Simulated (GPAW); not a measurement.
Runs of GPAW 26.7.0 on SnSe2. Symmetry: P-3m1, No. 164, trigonal system. The conventional cell has a = 3.811 Å, b = 3.811 Å, c = 6.136 Å, α = 90.00°, β = 90.00°, γ = 120.00°. Sn (site symmetry -3m) is surrounded by 6 Se at 2.68 Å. Se (site symmetry 3m) is surrounded by 3 Sn at 2.68 Å. 

```csv
task,level,potentials or basis,spin,cell,k mesh,cutoff (eV),smearing,optimizer,fmax,max steps,band path,band points,grid spacing,mesh quality,gap on the mesh (eV),pressure (GPa),largest force (eV/Å)
relaxation of cell and atoms,revPBE,"the program's PAW data sets (release 1.2.1) made for this functional, pw",off,relaxed,6 × 6 × 3,600,fermi-dirac 0.05 eV,LBFGS,0.02 eV/Å,100,-,-,-,not flagged,0.86,0.0,0.01
band structure,PBE,"GPAW PAW data sets (gpaw-data 1.2.1), fd",off,as given,6 × 6 × 3,-,fermi-dirac 0.05 eV,-,-,-,"GMKGALHA,LM,KH",100,0.2 Å,not flagged,(a),-,0.78
single point,PBE,"GPAW PAW data sets (gpaw-data 1.2.1), pw",off,as given,8 × 8 × 5,600,gaussian 0.015 eV,-,-,-,-,-,-,not flagged,0.82,5.3,0.76
single point,PBE,"GPAW PAW data sets (gpaw-data 1.2.1), pw",off,as given,8 × 8 × 5,600,gaussian 0.011 eV,-,-,-,-,-,-,not flagged,0.82,5.3,0.76
band structure,LDA,"the program's PAW data sets (release 1.2.1) made for this functional, pw","non-collinear, zero start, SOC",as given,4 × 4 × 2,600,fermi-dirac 0.05 eV,-,-,-,"GMKGALHA,LM,KH",100,-,coarse,0.70,-,(b)
```

**Question.** Estimate the missing entries.

**Answer.** (a) 0.78; (b) 0.41.

Caveats: some runs use coarse meshes; spin-orbit coupling is left out, which moves the levels of the heavy elements (some runs); an odd mesh through Γ misses points on the zone boundary, where band edges often lie (some runs); this functional lacks dispersion, which binds the layers, so the pressure and a relaxed spacing across them are unreliable (some runs); later steps reuse the first step's grids (some runs); this functional lacks dispersion, which binds the layers, so the pressure and a relaxed spacing across them are unreliable, and here the layers came unbound (some runs).

A k mesh can miss the band edges, and rows without SOC leave out spin-orbit coupling on Se, Sn.
